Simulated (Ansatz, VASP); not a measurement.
## Two plane-wave programs on C

```
C
1.0
     2.42776    0.00000    0.00000
    -1.21388    2.10250    0.00000
     0.00000    0.00000    3.55823
C
2
Direct
  0.33333 0.66667 0.00000
  0.66667 0.33333 0.00000
```

Change from the starting cell: biaxial strain in the a-b plane, c and atoms relaxed: -1.5 %.

Alike in both runs: functional PBE; dispersion D3(BJ); k mesh 21 × 21 × 12; occupations gaussian, width 0.1 eV; no spin polarisation.

Ansatz relaxed the structure, and its values are those at the end. VASP's run is a single point on that final structure, the one shown.

|  | VASP | Ansatz |
| --- | --- | --- |
| version | VASP 6.6.1 | Ansatz 0.2.0 |
| potentials or method | VASP PAW PBE potentials, release 64 (C) | scalar-relativistic, plane waves, PAW |
| plane-wave cutoff (eV) | 520 | 420 |
| valence electrons in the cell | 8 | 8 |

|  | VASP | Ansatz | Ansatz less VASP |
| --- | --- | --- | --- |
| gap on the k mesh at the Fermi level (eV) | none | none | - |
| pressure (GPa) | 13.8 | 13.4 | -0.43 |

A gap of «none» marks a metal or a gap that the smearing closes.
